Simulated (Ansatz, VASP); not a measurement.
# Si (Si strained to the junction's net): VASP beside Ansatz, part 2 of 2

One calculation is typed for both programs; each brings its own data sets. How far apart do they land? Of the first pair: The structure shown is the start of the Ansatz relaxation below; VASP solves that cell, so the two are compared at the walk's first step.

VASP 6.6.1 and Ansatz 0.2.0.

So far: Set-up; Ansatz: relaxation, PBE; VASP: single point, PBE, start cell, pair 1.

### 3. VASP: single point, PBE, start cell, pair 1 (continued)

Level of this step: PBE; plane waves and PAW (Si) (VASP).

Numbers of over 12 decimals in the logs are rounded to 6 here.

OUTCAR, selected parts (step 3):

```text
ion  position               nearest neighbor table
   1  0.000  0.000  0.000-   2 2.36   6 2.38   6 2.38   6 2.38
   2  0.000  0.000  0.250-   1 2.36   3 2.38   3 2.38   3 2.38
   3  0.333  0.667  0.333-   4 2.36   2 2.38   2 2.38   2 2.38
   4  0.333  0.667  0.583-   3 2.36   5 2.38   5 2.38   5 2.38
   5  0.667  0.333  0.667-   6 2.36   4 2.38   4 2.38   4 2.38
   6  0.667  0.333  0.917-   5 2.36   1 2.38   1 2.38   1 2.38

  LATTYP: Found a hexagonal cell.
 ALAT       =     3.8820000000
 C/A-ratio  =     2.4343371973

 Subroutine GETGRP returns: Found 12 space group operations
 (whereof  6 operations were pure point group operations)

The static configuration has the point symmetry C_3v.
 The point group associated with its full space group is D_3d.

 Found     50 irreducible k-points:

   k-points           NKPTS =     50   k-points in BZ     NKDIM =     50   number of bands    NBANDS=     18

   dimension x,y,z NGX =    28 NGY =   28 NGZ =   64
   dimension x,y,z NGXF=    56 NGYF=   56 NGZF=  128

   ENCUT  =  400.0 eV  29.40 Ry    5.42 a.u.   6.33  6.33 15.41*2*pi/ulx,y,z

   NELECT =      24.0000    total number of electrons

 k-points in reciprocal lattice and weights: Automatic mesh
   0.00000000  0.00000000  0.00000000       0.002
   0.08333333 -0.00000000  0.00000000       0.014
   0.16666667  0.00000000  0.00000000       0.014
   0.25000000 -0.00000000  0.00000000       0.014
   0.33333333 -0.00000000  0.00000000       0.014
   0.41666667 -0.00000000  0.00000000       0.014
   0.50000000 -0.00000000  0.00000000       0.007
   0.08333333  0.08333333  0.00000000       0.014
   0.16666667  0.08333333  0.00000000       0.028
[...]
-0.25000000 -0.41666667  0.33333333       0.028
   0.33333333  0.33333333  0.33333333       0.009

 average (electrostatic) potential at core
       1 -83.5426       2 -83.5426       3 -83.5426       4 -83.5426       5 -83.5426
       6 -83.5426

 E-fermi :   5.8852

 k-point     1 :       0.0000    0.0000    0.0000
  band No.  band energies     occupation
    ...
      8       4.5576      2.00000
      9       4.5576      2.00000
     10       5.5577      1.92715
     11       5.5577      1.92715
     12       5.5700      1.91796
     13       7.1831      0.00000
     14       7.1831      0.00000
     15       8.0861      0.00000
     16       8.0861      0.00000
     17       8.1679      0.00000
    ...

 k-point     2 :       0.0833   -0.0000    0.0000
  band No.  band energies     occupation
    ...
      8       4.2085      2.00000
      9       4.6631      1.99999
     10       4.8289      1.99995
     11       5.3464      1.99090
     12       5.4547      1.97336
     13       7.6767      0.00000
     14       7.6974      0.00000
     15       8.0906      0.00000
     16       8.3444      0.00000
     17       8.3739      0.00000
    ...

 k-point     3 :       0.1667    0.0000    0.0000
  band No.  band energies     occupation
    ...
      8       3.5147      2.00000
      9       3.7661      2.00000
     10       4.5144      2.00000
     11       4.9133      1.99988
     12       5.1265      1.99899
     13       7.5504      0.00000
     14       8.0286      0.00000
     15       8.1545      0.00000
     16       8.5434      0.00000
     17       8.9878      0.00000
    ...

  Total       -0.6856667     -0.6856669      0.2443270      0.0000000      0.0000000      0.0000000
  in kB       -8.9072909     -8.9072929      3.1739789      0.0000000      0.0000000      0.0000000
  external PRESSURE =      -4.8802016 kB  Pullay stress =       0.0000000 kB

  energy-cutoff  :      400.00
  volume of cell :      123.33
      direct lattice vectors                 reciprocal lattice vectors
     3.882000000  0.000000000  0.000000000     0.257599176  0.148724937  0.000000000
    -1.941000000  3.361911000  0.000000000     0.000000000  0.297449873  0.000000000
     0.000000000  0.000000000  9.450097000     0.000000000  0.000000000  0.105819020

 POSITION                                       TOTAL-FORCE (eV/Angst)
 -----------------------------------------------------------------------------------
      0.00000      0.00000      0.00000        -0.000000      0.000000     -0.064981
      0.00000      0.00000      2.36252         0.000000      0.000000      0.064981
     -0.00000      2.24127      3.15003        -0.000000      0.000000     -0.064981
     -0.00000      2.24127      5.51256        -0.000000     -0.000000      0.064981
      1.94100      1.12064      6.30006         0.000000      0.000000     -0.064981
      1.94100      1.12064      8.66259         0.000000     -0.000000      0.064981
 -----------------------------------------------------------------------------------
    total drift:                                0.000000     -0.000000     -0.000050

  FREE ENERGIE OF THE ION-ELECTRON SYSTEM (eV)
  ---------------------------------------------------
  free  energy   TOTEN  =       -32.5463764410 eV

  energy  without entropy=      -32.5442301188  energy(sigma->0) =      -32.54530328

 total charge
# of ion       s       p       d       tot
------------------------------------------
    1        0.751   0.924   0.000   1.675
    2        0.751   0.924   0.000   1.675
    3        0.751   0.924   0.000   1.675
    4        0.751   0.924   0.000   1.675
    5        0.751   0.924   0.000   1.675
    6        0.751   0.924   0.000   1.675
--------------------------------------------------
tot          4.507   5.544   0.000  10.051

[... 3 further parts left out ...]
```

The run ends at a pressure of -0.49 GPa, with forces up to 0.065 eV/Å.

### 4. Differences

Known differences besides the potentials themselves: the cutoff is 420 eV in Ansatz and 400 eV in VASP. Total energies have different zeros and are not compared.

Forces (eV/Å; atoms numbered as in POSCAR):

| atom | Ansatz x, y, z | VASP x, y, z |
| --- | --- | --- |
| Si1 | 0.000, 0.000, -0.065 | 0.000, 0.000, -0.065 |
| Si2 | 0.000, 0.000, 0.065 | 0.000, 0.000, 0.065 |
| Si3 | 0.000, 0.000, -0.065 | 0.000, 0.000, -0.065 |
| Si4 | 0.000, 0.000, 0.065 | 0.000, 0.000, 0.065 |
| Si5 | 0.000, 0.000, -0.065 | 0.000, 0.000, -0.065 |
| Si6 | 0.000, 0.000, 0.065 | 0.000, 0.000, 0.065 |

The forces differ by 0.3 meV/Å r.m.s., which is 0.7 % of the r.m.s. force of 0.038 eV/Å (both taken over all components).

### 5. Ansatz: relaxation, PBE

This run makes the geometry at which the two programs are then compared. The cell compared in this pair holds 123.47 Å³, against 123.33 Å³ for the pair before.

The structure compared here is the end of the Ansatz relaxation.

This is the run of step 2 again, met here at its other cell.

### 6. VASP: single point, PBE, cell relaxed in part, pair 2

The same cell, functional, mesh and smearing now go to VASP, with its own data sets.

INCAR

```
SYSTEM = Si
PREC = Accurate
ENCUT = 500
EDIFF = 1E-06
NELM = 120
ISMEAR = -1
SIGMA = 0.1
LREAL = .FALSE.
ALGO = Normal
GGA = PE
NBANDS = 18
LORBIT = 11
LWAVE = .FALSE.
LCHARG = .FALSE.
ISIF = 2
LASPH = .TRUE.
GGA_COMPAT = .FALSE.
EFERMI = MIDGAP
KPAR = 2
```

POSCAR

```
Si
1.0
    3.8820000000      0.0000000000      0.0000000000
   -1.9410000000      3.3619106175      0.0000000000
    0.0000000000      0.0000000000      9.4605003015
Si
6
Direct
    0.0000000000      0.0000000000      0.9997856758
    0.0000000000      0.0000000000      0.2502143242
    0.3333333333      0.6666666667      0.3331190091
    0.3333333333      0.6666666667      0.5835476576
    0.6666666667      0.3333333333      0.6664523424
    0.6666666667      0.3333333333      0.9168809909
```

KPOINTS

```
Automatic mesh
0
Gamma
12 12 3
0 0 0
```

Potentials, in the order of the species: Si (PBE family, release 64).

Launch:

```console
> mpirun -np 2 vasp_std
```

The log of the run:

```text
[... set-up lines as in an earlier step ...]
 entering main loop
       N       E                     dE             d eps       ncg     rms          rms(c)
DAV:   1     0.475700858266E+02    0.47570E+02   -0.90283E+03  1800   0.104E+03
DAV:   2    -0.298428739014E+02   -0.77413E+02   -0.75166E+02  2318   0.147E+02
DAV:   3    -0.330046021786E+02   -0.31617E+01   -0.31435E+01  2426   0.291E+01
DAV:   4    -0.330400415395E+02   -0.35439E-01   -0.35403E-01  2456   0.370E+00
[...]
DAV:  11    -0.325474408636E+02    0.18601E-05   -0.38797E-06  2546   0.114E-02    0.700E-03
DAV:  12    -0.325474423390E+02   -0.14755E-05   -0.19144E-06  1910   0.849E-03    0.222E-03
DAV:  13    -0.325474421260E+02    0.21306E-06   -0.11551E-07  1238   0.206E-03
   1 F= -.32547442E+02 E0= -.32546356E+02  d E =-.217158E-02
```

OUTCAR, selected parts (step 6):

```text
  Total       -0.6400525     -0.6400525     -0.0705157      0.0000000      0.0000000      0.0000000
  in kB       -8.3055875     -8.3055875     -0.9150405      0.0000000      0.0000000      0.0000000
  external PRESSURE =      -5.8420718 kB  Pullay stress =       0.0000000 kB

 POSITION                                       TOTAL-FORCE (eV/Angst)
 -----------------------------------------------------------------------------------
      0.00000      0.00000      9.45847         0.000000     -0.000000     -0.000597
      0.00000      0.00000      2.36715         0.000000      0.000000      0.000597
     -0.00000      2.24127      3.15147         0.000000     -0.000000     -0.000597
     -0.00000      2.24127      5.52065        -0.000000      0.000000      0.000597
      1.94100      1.12064      6.30497        -0.000000     -0.000000     -0.000597
      1.94100      1.12064      8.67415         0.000000      0.000000      0.000597
 -----------------------------------------------------------------------------------
    total drift:                                0.000000     -0.000000     -0.000000

  FREE ENERGIE OF THE ION-ELECTRON SYSTEM (eV)
  ---------------------------------------------------
  free  energy   TOTEN  =       -32.5474421260 eV

  energy  without entropy=      -32.5452705476  energy(sigma->0) =      -32.54635634

[... 1 part as in an earlier step ...]

[... 2 further parts left out ...]
[key lines of the parts left out:]
E-fermi :   5.8770
```

The run ends at a pressure of -0.58 GPa, with forces up to 6.0e-4 eV/Å.

### 7. Comparison

What differs besides the data sets and the points named for the pairs above, as far as they apply: the cutoff is 420 eV in Ansatz and 500 eV in VASP; Ansatz's pressure holds a Pulay correction, VASP's none. Total energies have different zeros and are not compared.

Both answers:

```
              quantity  Ansatz   VASP  difference
        pressure (GPa)   -0.50  -0.58       +0.08
gap on the k mesh (eV)   0.708  0.710      -0.002
```

A gap on the mesh is an upper bound, since the band edges may lie between its points.

### 8. Summary of results

| Quantity | Value |
| --- | --- |
| r.m.s. force difference (single point, PBE, start cell, pair 1) | 0.26 meV/Å |
| difference in gap on the k mesh (single point, PBE, cell relaxed in part, pair 2) | -0.0020 eV |

In words: The difference in gap on the k mesh is -0.0020 eV (single point, PBE, cell relaxed in part, pair 2), within the 0.08 eV picked in this series as the mark of a large difference. Such differences can come from data sets, numerical settings and the points named under the comparisons, not from the functional's error against experiment.

[Lines on the potential files, build, host, timing and source positions are cut from VASP's logs without a mark.]

[Logs are printed without paths, hosts, clocks, repeated set-up lines and the standing remarks that a program may print on its own settings, such as how far it seeks lower states.]

[Hosts, paths, dates, database ids (printed as entryN), source tags and the programs' standing remarks are cut or masked in the printed files.]
